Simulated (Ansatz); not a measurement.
A series in volume scale on CdS

All results are calculated (Ansatz 0.2.0). Free energy against uniform scaling of the volume at fixed shape and fractions; periodic cell, basis, potentials, k mesh and filling as listed.

The cell before it is scaled or strained (space group F-43m, No. 216):
```
CELL_PARAMETERS angstrom
0.00000 2.92620 2.92620
2.92620 0.00000 2.92620
2.92620 2.92620 0.00000
ATOMIC_POSITIONS crystal
Cd 0.00000 0.00000 0.00000
S 0.25000 0.25000 0.25000
```

Settings of every row: functional PBEsol; dispersion none; potentials PAW; wave cutoff 420 eV; density cutoff 1680 eV; k mesh 7x7x7; k shift 0x0x0; occupations fixed; smearing width 0 eV; spin none.

```csv
row,volume scale,V (Å³/atom),pressure (GPa),energy above lowest point (meV/atom)
1,0.9406,23.568,3.21,9.9
2,0.9703,24.312,?,?
3,1,25.056,-0.85,0
4,1.0297,25.8,-2.43,7.7
5,1.0594,26.544,-3.75,22.2
```

Question: what pressure and energy above lowest point should row 2 give?

Worked fit of pressure. Take u = (V_r/V)^(2/3) − 1 with V_r = 25.428 Å³ an atom, which is twice the finite (Eulerian) strain; such expansions in the strain, on which the Birch-Murnaghan equation of state is built, carry the rest volume and the bulk modulus. The shown rows have u = 0.05194, 0.00987, -0.00964, -0.02823. Least squares give pressure = −1.673 + 80.78 × u + 254.9 × u² GPa; a straight line predicts inner rows, each left out in turn, worse (root mean square 0.25 against 0.0033 GPa). All shown rows lie on it to the printed digit. The pressure vanishes at u = 0.0195, or V = 24.7 Å³ an atom, and there the bulk modulus at fixed shape and fractions is B = −V dP/dV = (2/3)(1 + u) dP/du = 61.7 GPa. The withheld row has u = 0.03037, so the fit gives −1.673 + 80.78 × (0.03037) + 254.9 × (0.03037)² = 1.02 GPa.

The calculation gave 1.01 GPa. The fit lies 0.01 GPa (0.14 % of the column's range) above it, one unit of the last digit.

Worked fit of energy above lowest point. Take u = (V_r/V)^(2/3) − 1 with V_r = 25.428 Å³ an atom, which is twice the finite (Eulerian) strain; such expansions in the strain, on which the Birch-Murnaghan equation of state is built, carry the rest volume and the bulk modulus. The shown rows have u = 0.05194, 0.00987, -0.00964, -0.02823. Least squares give energy above lowest point = 2.92 − 395.3 × u + 10197 × u² meV/atom; a straight line predicts inner rows, each left out in turn, worse (root mean square 10 against 0.04 meV/atom). All shown rows lie on it to the printed digit. Its lowest point lies at u = 0.0194, or V = 24.71 Å³ an atom, and the curvature there gives the bulk modulus at fixed shape and fractions, B = (4/9)(1 + u)² E″(u)/V = 61.1 GPa. The withheld row has u = 0.03037, so the fit gives 2.92 − 395.3 × (0.03037) + 10197 × (0.03037)² = 0.3 meV/atom.

The calculation gave 0.2 meV/atom. The fit lies 0.1 meV/atom (50 % of the value, 0.45 % of the column's range) above it, one unit of the last digit.
